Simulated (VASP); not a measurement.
# MnF2 (P4_2/mnm) in VASP: a series of runs, part 2 of 2

VASP 6.6.1. The steps go on from the part before.

## Step 3: Relaxation of cell and atoms, r2SCAN, collinear spin, ferromagnetic start

INCAR

```
PREC = Accurate ; ENCUT = 600
EDIFF = 1E-6 ; ISMEAR = 0
SIGMA = 0.03 ; LREAL = False
LASPH = True ; NELM = 150
ALGO = Normal ; ISIF = 3
LWAVE = False ; LCHARG = False
ISPIN = 2 ; MAGMOM = 5 5 0 0 0 0
LORBIT = 11 ; LMAXMIX = 4
METAGGA = R2SCAN ; LMIXTAU = True
IBRION = 2 ; NSW = 90
EDIFFG = -0.01 ; AMIX = 0.2
BMIX = 1E-4 ; AMIX_MAG = 0.8
BMIX_MAG = 1E-4 ; KPAR = 2
```

KPOINTS

```
regular mesh
0
Gamma
  6 6 8
```

POSCAR

```
MnF2
1.0
    4.8738000000      0.0000000000      0.0000000000
    0.0000000000      4.8738000000      0.0000000000
    0.0000000000      0.0000000000      3.3107000000
Mn F
2 4
Direct
    0.0000000000      0.0000000000      0.0000000000
    0.5000000000      0.5000000000      0.5000000000
    0.3053000000      0.3053000000      0.0000000000
    0.1947000000      0.8053000000      0.5000000000
    0.6947000000      0.6947000000      0.0000000000
    0.8053000000      0.1947000000      0.5000000000
```

Potentials or basis: VASP PAW PBE potentials, release 64 (Mn_pv, F).

Command:

```
$ cat potpaw_PBE.64/Mn_pv/POTCAR potpaw_PBE.64/F/POTCAR > POTCAR
$ mpirun -np 2 vasp_std > vasp.out
```

OUTCAR:

```text
PREC = Accurate
   ENCUT = 600
   EDIFF = 1E-6
   ISMEAR = 0
   LREAL = False
   LASPH = True
   NELM = 150
   ISIF = 3
   ISPIN = 2
   LORBIT = 11
   METAGGA = R2SCAN
   IBRION = 2
   NSW = 90
   EDIFFG = -0.01
   AMIX = 0.2
   AMIX_MAG = 0.8

 ion  position               nearest neighbor table
   1  0.000  0.000  0.000-   3 2.10   5 2.10   4 2.13   6 2.13   4 2.13   6 2.13
   2  0.500  0.500  0.500-   4 2.10   6 2.10   5 2.13   3 2.13   3 2.13   5 2.13
   3  0.305  0.305  0.000-   1 2.10   2 2.13   2 2.13
   4  0.195  0.805  0.500-   2 2.10   1 2.13   1 2.13
   5  0.695  0.695  0.000-   1 2.10   2 2.13   2 2.13
   6  0.805  0.195  0.500-   2 2.10   1 2.13   1 2.13

  LATTYP: Found a simple tetragonal cell.
 ALAT       =     4.8738000000
 C/A-ratio  =     0.6792851574

  Lattice vectors:

 A1 = (   4.8738000000,   0.0000000000,   0.0000000000)
 A2 = (   0.0000000000,   4.8738000000,   0.0000000000)
 A3 = (   0.0000000000,   0.0000000000,   3.3107000000)

Analysis of symmetry for initial positions (statically):
=====================================================================
 Subroutine PRICEL returns:
 Original cell was already a primitive cell.

 Routine SETGRP: Setting up the symmetry group for a
 simple tetragonal supercell.

 Subroutine GETGRP returns: Found 16 space group operations
 (whereof  8 operations were pure point group operations)
 out of a pool of 16 trial point group operations.

The static configuration has the point symmetry D_2h.
 The point group associated with its full space group is D_4h.

Analysis of symmetry for dynamics (positions and initial velocities):
=====================================================================
 Subroutine PRICEL returns:
 Original cell was already a primitive cell.

 Routine SETGRP: Setting up the symmetry group for a
 simple tetragonal supercell.

 Subroutine GETGRP returns: Found 16 space group operations
 (whereof  8 operations were pure point group operations)
[... 169 lines left out ...]

 number of electron      54.0000035 magnetization       9.9999996

 Free energy of the ion-electron system (eV)
  ---------------------------------------------------
  ext. energy  EPLUGINS =         0.00000000
  ---------------------------------------------------
  free energy    TOTEN  =       -59.38558188 eV

  energy without entropy =      -59.38558188  energy(sigma->0) =      -59.38558188

------------------------ aborting loop because EDIFF is reached ----------------------------------------

  FORCE on cell =-STRESS in cart. coord.  units (eV):
  Direction    XX          YY          ZZ          XY          YZ          ZX
  --------------------------------------------------------------------------------------
  -------------------------------------------------------------------------------------
  Total       -0.0536809     -0.0536809      0.0331664      0.0000000      0.0000000      0.0000000
  in kB       -1.0936423     -1.0936423      0.6756991      0.0000000      0.0000000      0.0000000
  external PRESSURE =      -0.5038618 kB  Pullay stress =       0.0000000 kB
[... 107 lines left out ...]
--------------------------------------- Ionic step        4  -------------------------------------------

 number of electron      54.0000029 magnetization       9.9999996

 Free energy of the ion-electron system (eV)
  ---------------------------------------------------
  ext. energy  EPLUGINS =         0.00000000
  ---------------------------------------------------
  free energy    TOTEN  =       -59.38574553 eV

  energy without entropy =      -59.38574553  energy(sigma->0) =      -59.38574553

 E-fermi :   3.1470     XC(G=0): -10.3662

 val. band max:        2.8227778325   @ k =   0.0000   0.0000   0.0000
 cond. band min:       4.6056175440   @ k =   0.0000   0.0000   0.0000
 fundamental gap:      1.7828397115
 Fermi energy:         3.1470490787

 spin component 1

 k-point     1 :       0.0000    0.0000    0.0000
  band No.  band energies     occupation
      1     -49.2273      1.00000
      2     -49.2273      1.00000
      3     -49.1750      1.00000
      4     -49.1750      1.00000
      5     -49.1747      1.00000
      6     -49.1729      1.00000
[... 949 lines left out ...]
     36      12.1989      0.00000
     37      13.6916      0.00000

 [... further k-points ...]

 spin component 2

 k-point     1 :       0.0000    0.0000    0.0000
  band No.  band energies     occupation
      1     -42.7017      1.00000
      2     -42.7017      1.00000
      3     -42.6315      1.00000
      4     -42.6315      1.00000
      5     -42.6244      1.00000
      6     -42.6213      1.00000
[... 984 lines left out ...]
  FREE ENERGIE OF THE ION-ELECTRON SYSTEM (eV)
  ---------------------------------------------------
  free  energy   TOTEN  =       -59.3857455323 eV

  energy  without entropy=      -59.3857455323  energy(sigma->0) =      -59.38574553

 reached required accuracy - stopping structural energy minimisation

 total charge

# of ion       s       p       d       tot
------------------------------------------
    1        0.161   6.136   4.940  11.238
    2        0.161   6.136   4.940  11.238
    3        1.733   4.401   0.000   6.134
    4        1.733   4.401   0.000   6.134
    5        1.733   4.401   0.000   6.134
    6        1.733   4.401   0.000   6.134
--------------------------------------------------
tot          7.255  29.876   9.881  47.011

 magnetization (x)

# of ion       s       p       d       tot
------------------------------------------
    1        0.021   0.019   4.596   4.636
    2        0.021   0.019   4.596   4.636
    3        0.009   0.070   0.000   0.079
    4        0.009   0.070   0.000   0.079
    5        0.009   0.070   0.000   0.079
    6        0.009   0.070   0.000   0.079
--------------------------------------------------
tot          0.077   0.319   9.192   9.588
```

OSZICAR:

```text
N       E                     dE             d eps       ncg     rms          rms(c)
DAV:   1     0.737538092477E+03    0.73754E+03   -0.33414E+04  7456   0.187E+03
DAV:   2    -0.217679132414E+01   -0.73971E+03   -0.69198E+03  7815   0.533E+02
[... 37 lines left out ...]
DAV:   3    -0.593857551889E+02    0.76073E-04   -0.14634E-04  7950   0.927E-02    0.468E-02
DAV:   4    -0.593857548360E+02    0.35292E-06   -0.24283E-05  8063   0.421E-02    0.265E-02
DAV:   5    -0.593857536077E+02    0.12283E-05   -0.40000E-06  7639   0.143E-02    0.182E-02
DAV:   6    -0.593857488525E+02    0.47552E-05   -0.27700E-06  6605   0.149E-02    0.493E-03
DAV:   7    -0.593857464784E+02    0.23741E-05   -0.32400E-07  3815   0.473E-03    0.280E-03
DAV:   8    -0.593857455323E+02    0.94606E-06   -0.65123E-08  3790   0.204E-03
   4 F= -.59385746E+02 E0= -.59385746E+02  d E =-.163648E-03  mag=    10.0000
```

It took 23 min on 2 MPI ranks of AMD EPYC 7R13 (Zen 3), shared host; peak memory 0.4 GiB.

Results:

```yaml
Free_energy: -59.3857 eV
Relaxed_volume: 13.09 Å³/atom
Relaxed_cell: a = 4.869 Å, b = 4.869 Å, c = 3.313 Å, α = 90.00°, β = 90.00°, γ = 90.00°
Space_group_after_relaxing_to_0.05_Å: P4_2/mnm (No. 136)
Energy_gained_by_relaxing: 0.0 meV/atom
Ionic_steps: 4
Pressure_after_relaxing: 0.0 GPa
Band_gap_on_the_k_mesh: 1.78 eV, direct
Net_moment: 10.00 μB per cell
Site_moments: Mn +4.64; F +0.08 μB
Valence_electrons_inside_the_program's_atomic_spheres: Mn 11.24; F 6.13
```

The path:
```csv
step,energy change (eV),largest force (eV/Å),pressure (GPa),volume (Å³)
1,0.0000,0.0190,-0.05,78.64
2,-0.0001,0.0110,-0.01,78.60
3,-0.0001,0.0079,0.05,78.58
4,-0.0002,0.0017,0.04,78.54
```

Final structure:
```
CELL_PARAMETERS angstrom
4.86918 0.00000 0.00000
0.00000 4.86918 0.00000
0.00000 0.00000 3.31264
ATOMIC_POSITIONS crystal
Mn 0.00000 0.00000 0.00000
Mn 0.50000 0.50000 0.50000
F 0.30501 0.30501 0.00000
F 0.19499 0.80501 0.50000
F 0.69499 0.69499 0.00000
F 0.80501 0.19499 0.50000
```

Caveat: the PAW data sets were made with another functional, which shifts forces and pressure a little; only a ferromagnetic start was run, and an antiferromagnetic order may lie lower in energy. A k mesh can miss the band edges.

## Step 4: Relaxation of cell and atoms, r2SCAN, collinear spin, ferromagnetic start

Changes to INCAR since step 3:

```diff
@@ -1,3 +1,3 @@
 PREC = Accurate ; ENCUT = 600
-EDIFF = 1E-6 ; ISMEAR = 0
+EDIFF = 1E-7 ; ISMEAR = 0
 SIGMA = 0.03 ; LREAL = False
@@ -10,3 +10,3 @@
 IBRION = 2 ; NSW = 90
-EDIFFG = -0.01 ; AMIX = 0.2
+EDIFFG = -0.005 ; AMIX = 0.2
 BMIX = 1E-4 ; AMIX_MAG = 0.8
```

KPOINTS is that of step 3.

POSCAR

```
MnF2                                    
1.0
    4.8691752934      0.0000000000      0.0000000000
    0.0000000000      4.8691752934      0.0000000000
    0.0000000000      0.0000000000      3.3126409500
  Mn              F             
     2     4
Direct
     0.0000000000000000    0.0000000000000000    0.0000000000000000
     0.5000000000000000    0.5000000000000000    0.5000000000000000
     0.3050072871277127    0.3050072871277127    1.0000000000000000
     0.1949927128722873    0.8050072871277127    0.5000000000000000
     0.6949927128722873    0.6949927128722873    0.0000000000000000
     0.8050072871277127    0.1949927128722873    0.5000000000000000
```

Command:

```
$ cat potpaw_PBE.64/Mn_pv/POTCAR potpaw_PBE.64/F/POTCAR > POTCAR
$ mpirun -np 2 vasp_std > vasp.out
```

It took 11 min on 2 MPI ranks of AMD EPYC 7R13 (Zen 3), shared host; peak memory 0.4 GiB.

It converged, with:

| Property | Result |
| --- | --- |
| Free energy | -59.3854 eV |
| Pressure after relaxing | 0.0 GPa |
| Band gap on the k mesh | 1.78 eV, direct |
| Net moment | 10.00 μB per cell |
| Site moments | Mn +4.64; F +0.08 μB |
| Valence electrons inside the program's atomic spheres | Mn 11.24; F 6.13 |

Final structure:
```cif
data_structure
_symmetry_space_group_name_H-M 'P 1'
_symmetry_Int_Tables_number 1
_cell_length_a 4.8692
_cell_length_b 4.8692
_cell_length_c 3.3126
_cell_angle_alpha 90.000
_cell_angle_beta 90.000
_cell_angle_gamma 90.000
_cell_volume 78.54
loop_
_atom_site_label
_atom_site_type_symbol
_atom_site_fract_x
_atom_site_fract_y
_atom_site_fract_z
_atom_site_occupancy
Mn1 Mn 0.00000 0.00000 0.00000 1
Mn2 Mn 0.50000 0.50000 0.50000 1
F1 F 0.30501 0.30501 0.00000 1
F2 F 0.19499 0.80501 0.50000 1
F3 F 0.69499 0.69499 0.00000 1
F4 F 0.80501 0.19499 0.50000 1
```

Levels at points of the mesh, in eV from the valence-band top:
Spin up:
| k point | band 28 | band 29 | band 30 | band 31 | band 32 | band 33 | band 34 | band 35 | band 36 | band 37 |
| --- | --- | --- | --- | --- | --- | --- | --- | --- | --- | --- |
| (0.00, 0.00, 0.00) | -1.81 | -1.59 | -0.59 | -0.59 | 0.00 | 1.78 | 7.25 | 7.25 | 8.68 | 10.17 |
| (0.50, 0.00, 0.00) | -1.97 | -0.82 | -0.82 | -0.72 | -0.72 | 4.17 | 4.17 | 8.57 | 8.57 | 10.63 |
| (0.50, 0.50, 0.00) | -1.92 | -1.10 | -1.10 | -0.59 | -0.59 | 5.73 | 5.73 | 6.22 | 6.22 | 12.88 |
| (0.00, 0.00, 0.50) | -1.87 | -1.28 | -1.28 | -1.01 | -1.01 | 6.45 | 6.45 | 10.35 | 10.35 | 10.59 |
| (0.50, 0.00, 0.50) | -1.83 | -1.70 | -1.70 | -0.33 | -0.33 | 7.60 | 7.60 | 7.72 | 7.72 | 11.81 |
| (0.50, 0.50, 0.50) | -1.98 | -1.31 | -1.31 | -0.84 | -0.84 | 7.71 | 7.71 | 8.60 | 8.60 | 9.44 |
Spin down:
```csv
k point,band 18,band 19,band 20,band 21,band 22,band 23,band 24,band 25,band 26,band 27
"(0.00, 0.00, 0.00)",-5.86,-5.04,-4.65,-4.65,-4.36,2.77,3.10,3.60,3.61,3.69
"(0.50, 0.00, 0.00)",-5.65,-5.42,-5.42,-4.69,-4.69,3.30,3.30,3.81,3.81,3.81
"(0.50, 0.50, 0.00)",-5.47,-5.10,-5.10,-5.01,-5.01,3.19,3.19,3.70,3.70,3.83
"(0.00, 0.00, 0.50)",-5.65,-5.28,-5.28,-5.05,-5.05,3.57,3.57,3.64,3.64,3.72
"(0.50, 0.00, 0.50)",-5.88,-5.10,-5.10,-4.87,-4.87,3.28,3.28,3.70,3.70,3.96
"(0.50, 0.50, 0.50)",-5.62,-4.85,-4.85,-4.76,-4.76,3.57,3.57,3.63,3.63,3.83
```

Caveat: the relaxation stopped at its first step, so nothing moved; the PAW data sets were made with another functional, which shifts forces and pressure a little; only a ferromagnetic start was run, and an antiferromagnetic order may lie lower in energy.
